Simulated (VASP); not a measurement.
# Pt (Fm-3m) in VASP: single point with PBEsol

Aim: the single point of Pt with PBEsol.

All numbers are computed with VASP 6.6.1; they aren't measurements. Logs are shortened: lines on timing, memory, paths and dates and some standing lists are left out, and cuts for length are marked.

### 1 The crystal as given

The structure is cubic, space group Fm-3m (No. 225). Conventional cell: a = 3.916 Å, b = 3.916 Å, c = 3.916 Å, α = 90.00°, β = 90.00°, γ = 90.00°. Around Pt (site symmetry m-3m) lie 12 Pt at 2.77 Å.

### 2 Single point, PBEsol

Input file INCAR:

```
SYSTEM = Pt
  PREC = Accurate
  ENCUT = 520
  EDIFF = 1E-6
  ISMEAR = 1
  SIGMA = 0.1
  LREAL = .FALSE.
  LASPH = .TRUE.
  NELM = 80
  ALGO = Normal
  ISIF = 2
  LWAVE = .FALSE.
  LCHARG = .FALSE.
  GGA = PS
  ICORELEVEL = 1
```

Input file KPOINTS:

```
regular mesh
0
G
  15 15 24
  0 0 0
```

Input file POSCAR:

```
Pt
1.0
    2.7689424700      0.0000000000      0.0000000000
   -1.3844712400      2.3979745200      0.0000000000
    1.3844712400      0.7993248400      2.2608320600
Pt
1
Direct
    0.0000000000      0.0000000000      0.0000000000
```

Potentials or basis: VASP PAW PBE potentials, release 64 (Pt).

Started as:

```bash
$ cat potpaw_PBE.64/Pt/POTCAR > POTCAR
$ mpirun -np 1 vasp_std > vasp.out
```

OUTCAR:

```text
SYSTEM = Pt
   PREC = Accurate
   ENCUT = 520
   EDIFF = 1E-6
   ISMEAR = 1
   LREAL = .FALSE.
   LASPH = .TRUE.
   NELM = 80
   ISIF = 2
   GGA = PS

 ion  position               nearest neighbor table
   1  0.000  0.000  0.000-

  LATTYP: Found a face centered cubic cell.
 ALAT       =     3.9158759945

  Lattice vectors:

 A1 = (  -2.7689424700,   0.0000000000,   0.0000000000)
 A2 = (  -1.3844712300,   0.7993248400,   2.2608320600)
 A3 = (  -1.3844712400,   2.3979745200,   0.0000000000)

Analysis of symmetry for initial positions (statically):
=====================================================================
 Subroutine PRICEL returns:
 Original cell was already a primitive cell.

 Routine SETGRP: Setting up the symmetry group for a
 face centered cubic supercell.

 Subroutine GETGRP returns: Found 48 space group operations
 (whereof 48 operations were pure point group operations)
 out of a pool of 48 trial point group operations.

The static configuration has the point symmetry O_h .

Analysis of symmetry for dynamics (positions and initial velocities):
=====================================================================
 Subroutine PRICEL returns:
 Original cell was already a primitive cell.

 Routine SETGRP: Setting up the symmetry group for a
 face centered cubic supercell.

 Subroutine GETGRP returns: Found 48 space group operations
 (whereof 48 operations were pure point group operations)
 out of a pool of 48 trial point group operations.

The dynamic configuration has the point symmetry O_h .

 Subroutine INISYM returns: Found 48 space group operations
 (whereof 48 operations are pure point group operations),
 and found     1 'primitive' translations

----------------------------------------------------------------------------------------

                                     Primitive cell

  volume of cell :      15.0116

  direct lattice vectors                    reciprocal lattice vectors
     2.768942470  0.000000000  0.000000000     0.361148710  0.208509306 -0.294876688
    -1.384471240  2.397974520  0.000000000     0.000000000  0.417018610 -0.147438343
     1.384471240  0.799324840  2.260832060     0.000000000  0.000000000  0.442315030

  length of vectors
     2.768942470  2.768942472  2.768942473     0.510741404  0.442315030  0.442315030

  position of ions in fractional coordinates (direct lattice)
     0.000000000  0.000000000  0.000000000

  ion indices of the primitive-cell ions
   primitive index   ion index
                 1           1

----------------------------------------------------------------------------------------

 KPOINTS: regular mesh

Automatic generation of k-mesh.
 Grid dimensions read from file:
 generate k-points for:   15   15   24

 Generating k-lattice:

  Cartesian coordinates                     Fractional coordinates (reciprocal lattice)
     0.024076581  0.013900620 -0.019658446     0.066666667 -0.000000000 -0.000000000
     0.000000000  0.027801241 -0.009829223     0.000000000  0.066666667  0.000000000
     0.000000000  0.000000000  0.018429793     0.000000000  0.000000000  0.041666667

  Length of vectors
     0.034049427  0.029487669  0.018429793

  Shift w.r.t. Gamma in fractional coordinates (k-lattice)
     0.000000000  0.000000000  0.000000000

 -----------------------------------------------------------------------------
|                                                                             |
|           W    W    AA    RRRRR   N    N  II  N    N   GGGG   !!!           |
|           W    W   A  A   R    R  NN   N  II  NN   N  G    G  !!!           |
|           W    W  A    A  R    R  N N  N  II  N N  N  G       !!!           |
|           W WW W  AAAAAA  RRRRR   N  N N  II  N  N N  G  GGG   !            |
|           WW  WW  A    A  R   R   N   NN  II  N   NN  G    G                |
|           W    W  A    A  R    R  N    N  II  N    N   GGGG   !!!           |
|                                                                             |
|     Your reciprocal lattice and k-lattice belong to different lattice       |
|     classes:                                                                |
|                                                                             |
|        The reciprocal lattice is body-centered cubic,                       |
|        whereas your k-lattice is base-centered monoclinic.                  |
|                                                                             |
|     Results are often still useful ...                                      |
|                                                                             |
 -----------------------------------------------------------------------------

 WARNING: IBZKPT: internal override: KBLOWUP is changed to .FALSE.
      ... skipping the blow-up phase ...

 Subroutine IBZKPT returns following result:
 ===========================================

 Found   1212 irreducible k-points:

 Following reciprocal coordinates:
            Coordinates               Weight
  0.000000  0.000000  0.000000      1.000000
  0.066667  0.000000  0.000000      2.000000
  0.133333  0.000000  0.000000      2.000000
  0.200000  0.000000  0.000000      2.000000
  0.266667  0.000000  0.000000      2.000000
  0.333333  0.000000  0.000000      6.000000
[... 16 lines left out ...]
  0.400000  0.133333  0.000000      4.000000
 -0.066667  0.133333  0.000000      2.000000
 [... further k-points ...]
   k-points           NKPTS =   1212   k-points in BZ     NKDIM =   1212   number of bands    NBANDS=      9
   number of dos      NEDOS =    301   number of ions     NIONS =      1
   total plane-waves  NPLWV =  13824
   dimension x,y,z NGX =    24 NGY =   24 NGZ =   24
   dimension x,y,z NGXF=    48 NGYF=   48 NGZF=   48
   ions per type =               1
   NGX,Y,Z   is equivalent  to a cutoff of  14.41, 14.41, 14.41 a.u.
   NGXF,Y,Z  is equivalent  to a cutoff of  28.82, 28.82, 28.82 a.u.
 SYSTEM =  Pt
   PREC   = accura    normal or accurate (medium, high low for compatibility)
   ISTART =      0    job   : 0-new  1-cont  2-samecut
   ICHARG =      2    charge: 1-file 2-atom 10-const
   ISPIN  =      1    spin polarized calculation?
   LNONCOLLINEAR =      F non collinear calculations
   LSORBIT =      F    spin-orbit coupling
   LASPH  =      T    aspherical Exc in radial PAW
   ENCUT  =  520.0 eV  38.22 Ry    6.18 a.u.   5.15  5.15  5.15*2*pi/ulx,y,z
   NELM   =     80;   NELMIN=  2; NELMDL= -5     # of ELM steps
   EDIFF  = 0.1E-05   stopping-criterion for ELM
   LREAL  =      F    real-space projection
   EDIFFG = 0.1E-04   stopping-criterion for IOM
   NSW    =      0    number of steps for IOM
   IBRION =     -1    ionic relax: 0-MD 1-quasi-New 2-CG
   NFREE  =      0    steps in history (QN), initial steepest desc. (CG)
   ISIF   =      2    stress and relaxation
   ISYM   =      2    0-nonsym 1-usesym 2-fastsym
   POTIM  = 0.5000    time-step for ionic-motion
   TEBEG  =    0.0;   TEEND  =   0.0 temperature during run
   PSTRESS=    0.0 pullay stress
   NELECT =      10.0000    total number of electrons
   NUPDOWN=      -1.0000    fix difference up-down
   EMIN   =  10.00;   EMAX   =-10.00  energy-range for DOS
   EFERMI =   0.00;   METHOD = LEGACY
   ISMEAR =     1;   SIGMA  =   0.10  broadening in eV -4-tet -1-fermi 0-gaus
   EFERMI_NEDOS =   21; number of points for ismear=-14 and -15
   IALGO  =     38    algorithm
   IMIX   =      4    mixing-type and parameters
     AMIX     =   0.40;   BMIX     =  1.00
     AMIX_MAG =   1.60;   BMIX_MAG =  1.00
  volume/ion in A,a.u.               =      15.01       101.30
  Fermi-wavevector in a.u.,A,eV,Ry     =   1.429769  2.701872 27.813568  2.044240
  Thomas-Fermi vector in A             =   2.549687
   LORBIT       =      0    0 simple, 1 ext, 2 COOP (PROOUT), +10 PAW based schemes
   GGA     = PS    functional components
   LHFCALC =     F    Hartree Fock is set to
   AEXX    =    0.0000 exact exchange contribution
   IVDW    =     0    specifies the selected vdW correction
   LEPSILON=     F    determine dielectric tensor
   LRPA    =     F    only Hartree local field effects (RPA)
 non-spin polarized calculation
 Methfessel and Paxton  Order N= 1 SIGMA  =   0.10
  energy-cutoff  :      520.00
  volume of cell :       15.01
 maximum number of plane-waves:       419
 NGX is ok and might be reduce to    24
   NGX = 11   NGY = 11   NGZ = 11

 number of electron      10.0000000 magnetization

 number of electron       9.9999999 magnetization

 Free energy of the ion-electron system (eV)
  ---------------------------------------------------
  ext. energy  EPLUGINS =         0.00000000
  ---------------------------------------------------
  free energy    TOTEN  =        -6.96283109 eV

  energy without entropy =       -6.96246454  energy(sigma->0) =       -6.96270890

 the core state eigenenergies are
   1-  1s -78387.2336  2s -13756.8855  2p -11917.1549  3s  -3220.7433  3p  -2685.2439
       3d  -2105.6169  4s   -681.0479  4p   -505.4916  4d   -292.5655  4f    -55.9749
       5s    -87.4431  5p    -41.5449

 E-fermi :  11.1874     XC(G=0): -13.6551

 val. band max:       11.1869730611   @ k =   0.4667   0.0000   0.0000
 cond. band min:      11.1891390600   @ k =  -0.2667   0.2000   0.4583
 fundamental gap:      0.0021659990
 Fermi energy:        11.1874159011

 k-point     1 :       0.0000    0.0000    0.0000
  band No.  band energies     occupation
      1       0.8369      2.00000
      2       7.3526      2.00000
      3       7.3526      2.00000
      4       7.3526      2.00000
      5       9.5489      2.00000
      6       9.5489      2.00000
      7      25.7958      0.00000
      8      30.7804      0.00000
      9      30.7804      0.00000

 k-point     2 :       0.0667    0.0000    0.0000
  band No.  band energies     occupation
      1       1.0768      2.00000
      2       7.1930      2.00000
      3       7.4773      2.00000
      4       7.4773      2.00000
      5       9.3713      2.00000
      6       9.6128      2.00000
      7      26.1755      0.00000
      8      30.1220      0.00000
      9      30.8278      0.00000
[... 253 lines left out ...]
 k-point    24 :      -0.0667    0.1333    0.0000
  band No.  band energies     occupation
      1       1.3092      2.00000
      2       7.1238      2.00000
      3       7.5245      2.00000
      4       7.5712      2.00000
      5       9.3283      2.00000
      6       9.5829      2.00000
      7      26.5151      0.00000
      8      29.0126      0.00000
      9      30.8564      0.00000

------------------------ aborting loop because EDIFF is reached ----------------------------------------

  FORCE on cell =-STRESS in cart. coord.  units (eV):
  Direction    XX          YY          ZZ          XY          YZ          ZX
  --------------------------------------------------------------------------------------
  -------------------------------------------------------------------------------------
  Total        0.0013778      0.0013778      0.0013778     -0.0000000     -0.0000000      0.0000000
  in kB        0.1470510      0.1470510      0.1470510     -0.0000000     -0.0000000      0.0000000
  external PRESSURE =       0.1470510 kB  Pullay stress =       0.0000000 kB

 VOLUME and BASIS-vectors are now :
 -----------------------------------------------------------------------------
  energy-cutoff  :      520.00
  volume of cell :       15.01
      direct lattice vectors                 reciprocal lattice vectors
     2.768942470  0.000000000  0.000000000     0.361148710  0.208509306 -0.294876688
    -1.384471240  2.397974520  0.000000000     0.000000000  0.417018610 -0.147438343
     1.384471240  0.799324840  2.260832060     0.000000000  0.000000000  0.442315030

 POSITION                                       TOTAL-FORCE (eV/Angst)
 -----------------------------------------------------------------------------------
      0.00000      0.00000      0.00000        -0.000000      0.000000      0.000000
 -----------------------------------------------------------------------------------
    total drift:                                0.000000     -0.000000      0.000000

  FREE ENERGIE OF THE ION-ELECTRON SYSTEM (eV)
  ---------------------------------------------------
  free  energy   TOTEN  =        -6.9628310877 eV

  energy  without entropy=       -6.9624645388  energy(sigma->0) =       -6.96270890
```

It took 1.9 min on 1 thread of Intel Xeon Platinum 8375C at 2.90GHz (Ice Lake), shared host; peak memory 0.3 GiB.

Results:

| Property | Result |
| --- | --- |
| Free energy | -6.9628 eV |
| Pressure | 0.0 GPa |
| Band gap on the k mesh | none (metal or under the smearing width) |

Levels at points of the mesh, in eV from the Fermi level:
| k point | band 3 | band 4 | band 5 | band 6 | band 7 | band 8 |
| --- | --- | --- | --- | --- | --- | --- |
| (0.00, 0.00, 0.00) | -3.83 | -3.83 | -1.64 | -1.64 | 14.61 | 19.59 |
| (0.00, 0.00, 0.50) | -3.89 | -0.57 | 0.05 | 0.05 | 5.84 | 14.16 |

Core levels (eV, on the scale of the bands):
```
atom                                                                                                                                    levels
1 Pt  1s -78387.2, 2s -13756.9, 2p -11917.2, 3s -3220.7, 3p -2685.2, 3d -2105.6, 4s -681.0, 4p -505.5, 4d -292.6, 4f -56.0, 5s -87.4, 5p -41.5
```

Caveat: the PAW data sets were made with another functional, which shifts forces and pressure a little.
